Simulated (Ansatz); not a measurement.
# Trial structures and their relaxed properties

The calculation used DFT r2SCAN, scalar-relativistic, plane waves, PAW in Ansatz. All cells share a 500 eV cutoff and Γ-centred k meshes spaced at most 0.3 Å⁻¹ (0.19 for metals, 2π included).

Each formula was placed on the sites of the named type and relaxed at zero pressure without lowering the symmetry. No run is spin-polarised. The smearing is 0.1 eV for metals and 0.01 to 0.02 eV otherwise. Energies over the elements count from the elements' standard structures at the same level, with no empirical corrections.

For metals, differences of a few meV/atom aren't resolved. Weakly bound directions are ill-defined at this level, which has no dispersion term (S P6_3/mmc). Spin–orbit coupling is left out.

| formula | started on type | final group | a or a / b (Å) | c (Å) | V (Å³/atom) | E over elements (eV/atom) | gap on mesh (eV) |
| --- | --- | --- | --- | --- | --- | --- | --- |
| W | fcc | Fm-3m | 4.02 | 4.02 | 16.2 | 0.56 | 0.00 |
| S | graphite | P6_3/mmc | 3.98 | 6.91 | 23.7 | 0.89 | 0.00 |
| W | diamond | Fd-3m | 5.79 | 5.79 | 24.3 | 2.84 | 0.00 |
| W | graphite | P6_3/mmc | 4.33 | 4.94 | 20.0 | 1.75 | 0.00 |